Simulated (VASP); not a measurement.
# P in VASP: a series of runs

The runs below take P through single point, with PBE.

Everything below comes from runs of VASP 6.6.1. Logs are shortened: lines on timing, memory, paths and dates and some standing lists are left out, and cuts for length are marked.

## Step 1: Starting point

The cell holds a sheet with vacuum, 8 atoms: a = 3.305 Å, b = 4.596 Å, c = 21.373 Å, α = 90.00°, β = 90.00°, γ = 90.00°.

The cell was built by a generator and needn't be a form met in nature.

## Step 2: Single point, PBE

File INCAR:

```
PREC     = Accurate       # precision mode
ENCUT    = 520            # plane-wave cutoff, eV
EDIFF    = 1E-7           # SCF threshold, eV
ISMEAR   = 0              # smearing method
SIGMA    = 0.01           # smearing width, eV
LREAL    = F              # projectors in reciprocal space
LASPH    = T              # aspherical terms in the spheres
NELM     = 100            # most SCF steps
ALGO     = Fast           # electronic algorithm
ISIF     = 2              # what is computed and relaxed
LWAVE    = F              # write WAVECAR
LCHARG   = F              # write CHGCAR
GGA      = PE             # functional
NBANDS   = 30             # bands
```

File KPOINTS:

```
regular mesh
0
Gamma
  14 10 1
```

File POSCAR:

```
P
1.0
    3.3054473976      0.0000000000      0.0000000000
    0.0000000000      4.5957571229      0.0000000000
    0.0000000000      0.0000000000     21.3727681600
P
8
Direct
    0.5000000000      0.5878883948      0.3186394664
    0.0000000000      0.9121116052      0.3186394664
    0.0000000000      0.0875924206      0.4176070541
    0.5000000000      0.4124075794      0.4176070541
    0.0000000000      0.5875924206      0.5823929459
    0.5000000000      0.9124075794      0.5823929459
    0.5000000000      0.0878883948      0.6813605336
    0.0000000000      0.4121116052      0.6813605336
```

Potentials or basis: VASP PAW PBE potentials, release 64 (P).

The run is started by

```console
cat potpaw_PBE.64/P/POTCAR > POTCAR
mpirun -np 1 vasp_std > vasp.out
```

OUTCAR:

```text
PREC = Accurate
   ENCUT = 520
   EDIFF = 1E-7
   ISMEAR = 0
   LREAL = F
   LASPH = T
   NELM = 100
   ISIF = 2
   GGA = PE

 ion  position               nearest neighbor table
   1  0.500  0.588  0.319-   2 2.23   2 2.23   4 2.26
   2  0.000  0.912  0.319-   1 2.23   1 2.23   3 2.26
   3  0.000  0.088  0.418-   4 2.23   4 2.23   2 2.26
   4  0.500  0.412  0.418-   3 2.23   3 2.23   1 2.26
   5  0.000  0.588  0.582-   6 2.23   6 2.23   8 2.26
   6  0.500  0.912  0.582-   5 2.23   5 2.23   7 2.26
   7  0.500  0.088  0.681-   8 2.23   8 2.23   6 2.26
   8  0.000  0.412  0.681-   7 2.23   7 2.23   5 2.26

  LATTYP: Found a simple orthorhombic cell.
 ALAT       =     3.3054473976
 B/A-ratio  =     1.3903585718
 C/A-ratio  =     6.4659229415

  Lattice vectors:

 A1 = (   3.3054473976,   0.0000000000,   0.0000000000)
 A2 = (   0.0000000000,   4.5957571229,   0.0000000000)
 A3 = (   0.0000000000,   0.0000000000,  21.3727681600)

Analysis of symmetry for initial positions (statically):
=====================================================================
 Subroutine PRICEL returns:
 Original cell was already a primitive cell.

 Routine SETGRP: Setting up the symmetry group for a
 simple orthorhombic supercell.

 Subroutine GETGRP returns: Found  8 space group operations
 (whereof  2 operations were pure point group operations)
 out of a pool of  8 trial point group operations.

The static configuration has the point symmetry C_1h.
 The point group associated with its full space group is D_2h.

Analysis of symmetry for dynamics (positions and initial velocities):
=====================================================================
 Subroutine PRICEL returns:
 Original cell was already a primitive cell.

 Routine SETGRP: Setting up the symmetry group for a
 simple orthorhombic supercell.

 Subroutine GETGRP returns: Found  8 space group operations
 (whereof  2 operations were pure point group operations)
 out of a pool of  8 trial point group operations.

The dynamic configuration has the point symmetry C_1h.
 The point group associated with its full space group is D_2h.

 Subroutine INISYM returns: Found  8 space group operations
 (whereof  2 operations are pure point group operations),
 and found     1 'primitive' translations

----------------------------------------------------------------------------------------

                                     Primitive cell

  volume of cell :     324.6744

[... 108 lines left out ...]
   POTIM  = 0.5000    time-step for ionic-motion
   TEBEG  =    0.0;   TEEND  =   0.0 temperature during run
   PSTRESS=    0.0 pullay stress
   NELECT =      40.0000    total number of electrons
   NUPDOWN=      -1.0000    fix difference up-down
   EMIN   =  10.00;   EMAX   =-10.00  energy-range for DOS
   EFERMI =   0.00;   METHOD = LEGACY
   ISMEAR =     0;   SIGMA  =   0.01  broadening in eV -4-tet -1-fermi 0-gaus
   EFERMI_NEDOS =   21; number of points for ismear=-14 and -15
   IALGO  =     68    algorithm
   IMIX   =      4    mixing-type and parameters
     AMIX     =   0.40;   BMIX     =  1.00
     AMIX_MAG =   1.60;   BMIX_MAG =  1.00
  volume/ion in A,a.u.               =      40.58       273.88
  Fermi-wavevector in a.u.,A,eV,Ry     =   0.814602  1.539375  9.028505  0.663576
  Thomas-Fermi vector in A             =   1.924539
   LORBIT       =      0    0 simple, 1 ext, 2 COOP (PROOUT), +10 PAW based schemes
   GGA     = PE    functional components
   LHFCALC =     F    Hartree Fock is set to
   AEXX    =    0.0000 exact exchange contribution
   IVDW    =     0    specifies the selected vdW correction
   LEPSILON=     F    determine dielectric tensor
   LRPA    =     F    only Hartree local field effects (RPA)
 non-spin polarized calculation
 RMM-DIIS sequential band-by-band and
 Gauss-broadening in eV      SIGMA  =   0.01
  energy-cutoff  :      520.00
  volume of cell :      324.67
 maximum number of plane-waves:      8786
 NGX is ok and might be reduce to    28
   NGX = 13   NGY = 17   NGZ = 79

 number of electron      39.9999998 magnetization

 Free energy of the ion-electron system (eV)
  ---------------------------------------------------
  ext. energy  EPLUGINS =         0.00000000
  ---------------------------------------------------
  free energy    TOTEN  =       -42.98182087 eV

  energy without entropy =      -42.98182087  energy(sigma->0) =      -42.98182087

 E-fermi :   0.4412     XC(G=0):  -5.2752

 val. band max:        0.3833615640   @ k =   0.0000   0.0000   0.0000
 cond. band min:       0.9733465244   @ k =   0.0000   0.0000   0.0000
 fundamental gap:      0.5899849604
 Fermi energy:         0.4412134612

 k-point     1 :       0.0000    0.0000    0.0000
  band No.  band energies     occupation
      1     -14.7924      2.00000
      2     -14.7421      2.00000
      3     -12.3664      2.00000
      4     -12.2458      2.00000
      5      -8.9747      2.00000
      6      -8.9429      2.00000
[... 781 lines left out ...]
     29       4.0211      0.00000
     30       4.0723      0.00000

 [... further k-points ...]

------------------------ aborting loop because EDIFF is reached ----------------------------------------

  FORCE on cell =-STRESS in cart. coord.  units (eV):
  Direction    XX          YY          ZZ          XY          YZ          ZX
  --------------------------------------------------------------------------------------
  -------------------------------------------------------------------------------------
  Total       -0.3168295     -0.3560947     -0.3292908      0.0000000     -0.0000000      0.0000000
  in kB       -1.5634649     -1.7572273     -1.6249579      0.0000000     -0.0000000      0.0000000
  external PRESSURE =      -1.6485500 kB  Pullay stress =       0.0000000 kB

 VOLUME and BASIS-vectors are now :
 -----------------------------------------------------------------------------
  energy-cutoff  :      520.00
  volume of cell :      324.67
      direct lattice vectors                 reciprocal lattice vectors
     3.305447398  0.000000000  0.000000000     0.302530907  0.000000000  0.000000000
     0.000000000  4.595757123  0.000000000     0.000000000  0.217592004  0.000000000
     0.000000000  0.000000000 21.372768160     0.000000000  0.000000000  0.046788511

 POSITION                                       TOTAL-FORCE (eV/Angst)
 -----------------------------------------------------------------------------------
      1.65272      2.70179      6.81021        -0.000000      0.033617      0.036287
      0.00000      4.19184      6.81021         0.000000     -0.033617      0.036287
      0.00000      0.40255      8.92542        -0.000000      0.034557     -0.037550
      1.65272      1.89533      8.92542         0.000000     -0.034557     -0.037550
      0.00000      2.70043     12.44735        -0.000000      0.034557      0.037550
      1.65272      4.19320     12.44735        -0.000000     -0.034557      0.037550
      1.65272      0.40391     14.56256        -0.000000      0.033617     -0.036287
      0.00000      1.89396     14.56256        -0.000000     -0.033617     -0.036287
 -----------------------------------------------------------------------------------
    total drift:                               -0.000000     -0.000000      0.000000

  FREE ENERGIE OF THE ION-ELECTRON SYSTEM (eV)
  ---------------------------------------------------
  free  energy   TOTEN  =       -42.9818208692 eV

  energy  without entropy=      -42.9818208692  energy(sigma->0) =      -42.98182087
```

OSZICAR:

```text
N       E                     dE             d eps       ncg     rms          rms(c)
DAV:   1     0.227843291530E+03    0.22784E+03   -0.14551E+04  2880   0.104E+03
DAV:   2    -0.183979158193E+02   -0.24624E+03   -0.23786E+03  4014   0.188E+02
DAV:   3    -0.425767380388E+02   -0.24179E+02   -0.23894E+02  3474   0.622E+01
[... 16 lines left out ...]
RMM:  20    -0.429818173035E+02   -0.39697E-05   -0.35772E-07  2886   0.159E-03    0.272E-03
RMM:  21    -0.429818202588E+02   -0.29553E-05   -0.21446E-07  2735   0.137E-03    0.213E-03
RMM:  22    -0.429818206765E+02   -0.41770E-06   -0.45302E-08  2006   0.669E-04    0.429E-04
RMM:  23    -0.429818208373E+02   -0.16087E-06   -0.15287E-08  1567   0.443E-04    0.273E-04
RMM:  24    -0.429818208692E+02   -0.31815E-07   -0.93296E-09  1414   0.387E-04
   1 F= -.42981821E+02 E0= -.42981821E+02  d E =-.117529E-18
```

It took 9.6 min on 1 thread of AMD EPYC 9R45 (Zen 5), shared host; peak memory 0.56 GiB.

What came out:

```
Free energy            : -42.9818 eV
Largest force          : 0.051 eV/Å
Band gap on the k mesh : 0.59 eV, direct
```

Forces on the atoms (eV/Å):
```
P    0.000  0.034  0.036
P    0.000 -0.034  0.036
P    0.000  0.035 -0.038
P    0.000 -0.035 -0.038
P    0.000  0.035  0.038
P    0.000 -0.035  0.038
P    0.000  0.034 -0.036
P    0.000 -0.034 -0.036
```

## Step 3: Single point, PBE

This run uses another cell than the first one, of 38.80 Å³/atom, 0.956 times its volume.

File INCAR:

```
SYSTEM = P
  PREC = Accurate
  ENCUT = 520
  EDIFF = 1E-7
  ISMEAR = 0
  SIGMA = 0.01
  LREAL = .False.
  LASPH = .True.
  NELM = 100
  ALGO = Fast
  ISIF = 2
  LWAVE = .False.
  LCHARG = .False.
  GGA = PE
  NBANDS = 30
```

File KPOINTS:

```
regular mesh
0
Gamma
  14 10 1
  0 0 0
```

File POSCAR:

```
P
1.0
    3.3164000000      0.0000000000      0.0000000000
    0.0000000000      4.3793000000      0.0000000000
    0.0000000000      0.0000000000     21.3727681600
P
8
Direct
    0.5000000000      0.5806800000      0.3275195776
    0.0000000000      0.9193200000      0.3275195776
    0.0000000000      0.0806800000      0.4272150473
    0.5000000000      0.4193200000      0.4272150473
    0.0000000000      0.5806800000      0.5727849527
    0.5000000000      0.9193200000      0.5727849527
    0.5000000000      0.0806800000      0.6724804224
    0.0000000000      0.4193200000      0.6724804224
```

Potentials or basis: VASP PAW PBE potentials, release 64 (P).

The run is started by

```console
cat potpaw_PBE.64/P/POTCAR > POTCAR
mpirun -np 1 vasp_std > vasp.out
```

Wall time 8.9 min (1 thread of AMD EPYC 9R45 (Zen 5), shared host); peak memory 0.54 GiB.

It converged, with:

| Property | Result |
| --- | --- |
| Free energy | -42.9156 eV |
| Largest force | 0.094 eV/Å |
| Band gap on the k mesh | 0.28 eV, direct |

Forces in eV/Å, atoms in the order of the input:
```
P    0.000  0.046 -0.082
P    0.000 -0.046 -0.082
P    0.000 -0.012  0.007
P    0.000  0.012  0.007
P    0.000 -0.012 -0.007
P    0.000  0.012 -0.007
P    0.000  0.046  0.082
P    0.000 -0.046  0.082
```

Levels at points of the mesh, in eV from the valence-band top:
```tsv
k point	band 17	band 18	band 19	band 20	band 21	band 22	band 23	band 24
(0.00, 0.00, 0.00)	-2.18	-2.06	-0.81	0.00	0.28	0.86	0.94	1.16
(0.50, 0.00, 0.00)	-2.66	-2.66	-2.31	-2.31	0.91	0.91	0.92	0.92
(0.00, 0.50, 0.00)	-1.44	-1.44	-1.23	-1.23	1.59	1.59	1.63	1.63
(0.50, 0.50, 0.00)	-1.86	-1.86	-1.86	-1.86	2.05	2.05	2.05	2.05
```

A hybrid or GW would open this gap; PBE tends to underestimate it.
